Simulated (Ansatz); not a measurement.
CO2 (P4_2/mnm) from a database of computed structures, relaxed with r2SCAN+rVV10. The symmetry is P4_2/mnm (No. 136, tetragonal); a = 4.193 Å, c = 4.605 Å in the conventional setting, 13.49 Å³ an atom. Around C lie 2 O at 1.16 Å; around O lie 1 C at 1.16 Å.

```
C O
1.0
     4.19256    0.00000    0.00000
     0.00000    4.19256    0.00000
     0.00000    0.00000    4.60512
C O
2 4
Direct
  0.50000 0.50000 0.50000
  0.00000 0.00000 0.00000
  0.30427 0.69573 0.50000
  0.69573 0.30427 0.50000
  0.19573 0.19573 0.00000
  0.80427 0.80427 0.00000
```

5 runs of Ansatz on this cell differ in the functional (and in the settings that go with it). Levels are in eV from each run's valence top; v1 is the last filled band, c1 the first empty one.

Run A, mean stress +4.9 GPa (compression positive):
```
point     v4     v3     v2     v1    c1    c2
    Γ  -1.47  -0.55  -0.49  -0.49  6.69  7.53
    X  -0.55  -0.55  -0.50  -0.50  8.20  8.20
    M  -0.69  -0.69   0.00   0.00  8.34  8.34
    Z  -1.03  -1.03  -0.49  -0.49  7.97  7.97
```

Run B, mean stress -7.8 GPa (compression positive):
```
point     v4     v3     v2     v1     c1     c2
    Γ  -1.92  -0.74  -0.64  -0.64  16.83  18.85
    X  -0.71  -0.71  -0.64  -0.64  19.40  19.40
    M  -0.89  -0.89   0.00   0.00  20.11  20.11
    Z  -1.35  -1.35  -0.63  -0.63  18.99  18.99
```

Run C, mean stress -0.2 GPa (compression positive):
```
point     v4     v3     v2     v1     c1     c2
    Γ  -1.58  -0.60  -0.53  -0.53   8.42   9.50
    X  -0.59  -0.59  -0.53  -0.53  10.21  10.21
    M  -0.74  -0.74   0.00   0.00  10.41  10.41
    Z  -1.11  -1.11  -0.53  -0.53   9.93   9.93
```

Run D, mean stress -0.2 GPa (compression positive):
```
point     v4     v3     v2     v1     c1     c2
    Γ  -1.59  -0.60  -0.53  -0.53   9.21  10.29
    X  -0.59  -0.59  -0.54  -0.54  11.01  11.01
    M  -0.75  -0.75   0.00   0.00  11.21  11.21
    Z  -1.12  -1.12  -0.53  -0.53  10.72  10.72
```

Run E, mean stress +0.6 GPa (compression positive):
```
point     v4     v3     v2     v1    c1    c2
    Γ  -1.49  -0.56  -0.50  -0.50  7.28  8.21
    X  -0.56  -0.56  -0.51  -0.51  8.88  8.88
    M  -0.71  -0.71   0.00   0.00  9.07  9.07
    Z  -1.05  -1.05  -0.50  -0.50  8.70  8.70
```

Q: Match the runs to PBE, r2SCAN, HSE06, PBE0, Hartree-Fock.

A: A is PBE, B is Hartree-Fock, C is HSE06, D is PBE0, E is r2SCAN. In order of the gap: PBE 6.69, r2SCAN 7.28, HSE06 8.42, PBE0 9.21, Hartree-Fock 16.83 eV.

(Simulation; spin polarisation is off.)

The stress of a hybrid is loosely converged in these runs.

The meshes of the hybrids are coarse, so their gaps aren't converged to the digits shown.
